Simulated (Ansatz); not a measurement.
SnSe, a slab with vacuum:

```xyz
4
Lattice="4.2853 0.0000 0.0000 0.0000 4.2853 0.0000 0.0000 0.0000 10.9907" Properties=species:S:1:pos:R:3 pbc="T T T"
Sn    0.0000    2.1427    6.8996
Sn    2.1427    0.0000    4.0911
Se    0.0000    2.1427    4.2200
Se    2.1427    0.0000    6.7707
```

Base run:

```yaml
Program: Ansatz 0.2.0
Functional: r2SCAN0 form with a typed share of exact exchange
Potentials_or_basis: Ansatz PAW
Cutoff: "500 eV (not typed: the program's choice for these potentials)"
k_mesh: 4 × 4 × 2
Occupations: fermi-dirac, width 0.05 eV
Spin: no spin polarisation
```

Its results: band gap on the k mesh 1.92 eV, indirect (least direct gap 1.98 eV); largest force 0.085 eV/Å.

Problem. The run is repeated on the same cell with these changes: share of exact exchange from 0 to 0.1. What comes out?

Solution. Band gap on the k mesh 2.32 eV, indirect (least direct gap 2.35 eV); largest force 0.156 eV/Å.

Caveats: spin-orbit coupling is left out, which moves the levels of the heavy elements; the PAW data sets come from PBE, with cores solved anew for the run's functional, which leaves a small shift of forces and pressure.

A k mesh can miss the band edges.
